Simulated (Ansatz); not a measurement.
## CdO (Monteponite): ladder of functionals with RPBE+D3(BJ)

CdO (Monteponite):

```xyz
2
Lattice="0.0000 2.4106 2.4106 2.4106 0.0000 2.4106 2.4106 2.4106 0.0000" Properties=species:S:1:pos:R:3 pbc="T T T"
Cd    0.0000    0.0000    0.0000
O     2.4106    2.4106    2.4106
```

The cell isn't the ideal one: volume scaled by 1.08.

```
Program             : Ansatz 0.2.0
Task                : ladder of functionals
Functional          : RPBE
Dispersion          : D3(BJ)
Potentials or basis : PseudoDojo standard (PBE files)
Cutoff              : 1388 eV
Density cutoff      : 5551 eV
k mesh              : 10 × 10 × 10
Occupations         : methfessel-paxton, width 0.025 eV
Spin                : spin-orbit coupling, no magnetisation
```

- Pressure: -18.3 GPa
- Band gap on the k mesh: none (metal or under the smearing width)

Levels at points of the mesh, in eV from the Fermi level:
```tsv
k point	band 22	band 23	band 24	band 25	band 26	band 27	band 28	band 29	band 30	band 31
(0.00, 0.00, 0.00)	-1.12	-1.06	-1.06	-1.06	-1.06	-0.44	-0.44	14.67	14.67	16.51
(0.00, 0.00, -0.50)	-3.58	-0.03	-0.03	0.00	0.00	4.50	4.50	6.84	6.84	11.41
(0.00, -0.50, -0.50)	-3.75	-1.98	-1.98	-1.91	-1.91	3.71	3.71	8.26	8.26	11.04
```

It took 25 s on 1 thread of Arm Neoverse V1 (shared host), peak memory 0.62 GiB.

Caveat: the potentials were made for another functional, which shifts forces and pressure; pairwise dispersion overbinds metals, which lowers pressure and volume.
